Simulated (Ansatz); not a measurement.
# Sn (omega type): the cost of one run

Computed with Ansatz 0.2.0 (DFT PBE, with the methods named in each step, unless a step's input says otherwise).

### Step 1. The structure to begin with

It takes space group P6/mmm (No. 191, hexagonal). Conventional cell: a = 5.388 Å, b = 5.388 Å, c = 3.341 Å, α = 90.00°, β = 90.00°, γ = 120.00°. Sn (site symmetry 6/mmm) has 14 Sn at 3.34 to 3.53 Å as nearest neighbours. Sn (site symmetry -6m2) has 11 Sn at 3.11 to 3.53 Å as nearest neighbours.

As a file:

```cif
data_structure
_symmetry_space_group_name_H-M 'P6/mmm'
_symmetry_Int_Tables_number 191
_cell_length_a 5.3883
_cell_length_b 5.3883
_cell_length_c 3.3408
_cell_angle_alpha 90.000
_cell_angle_beta 90.000
_cell_angle_gamma 120.000
_cell_volume 84.00
loop_
_atom_site_label
_atom_site_type_symbol
_atom_site_symmetry_multiplicity
_atom_site_Wyckoff_symbol
_atom_site_fract_x
_atom_site_fract_y
_atom_site_fract_z
_atom_site_occupancy
Sn1 Sn 1 a 0.00000 0.00000 0.00000 1
Sn2 Sn 2 d 0.33333 0.66667 0.50000 1
```

The file gives the conventional cell by its symmetry; the runs use the cell typed in the input.

Whether this phase is the stable one at these pressures isn't tested.

Atoms are numbered in the order of the input: Sn1, Sn2, Sn3.

### Step 2. Cell relaxed at zero pressure, PAW

The input, input.yaml:

```yaml
crystal:
  lattice:
    - [5.388306874, 0.0, 0.0]
    - [-2.694153437, 4.6664106362, 0.0]
    - [0.0, 0.0, 3.3407502618]
  atoms:
    - { symbol: Sn, position: [0.0, 0.0, 0.0] }
    - { symbol: Sn, position: [0.3333333333, 0.6666666667, 0.5] }
    - { symbol: Sn, position: [0.6666666667, 0.3333333333, 0.5] }
kpoints:
  mp_grid: { grid: [7, 7, 9] }
scf:
  occupations: { method: fermi_dirac, width: 0.1 }
hamiltonian:
  xc: pbe
  pseudopotentials: { kind: paw }
output:
  forces: true
  stress: true
relax:
  f_tol: 0.005
  max_steps: 40
  cell: {}
```

Command:

```
> ansatz run input.yaml --threads 1 --pin off --max-ram 3072MiB --backend cpu --events-out ev --progress --plain --runs-dir out
```

Q: Estimate wall time and peak memory on 1 thread of Arm Neoverse V2, shared host.

About 10 s, with a peak of 0.37 GiB.
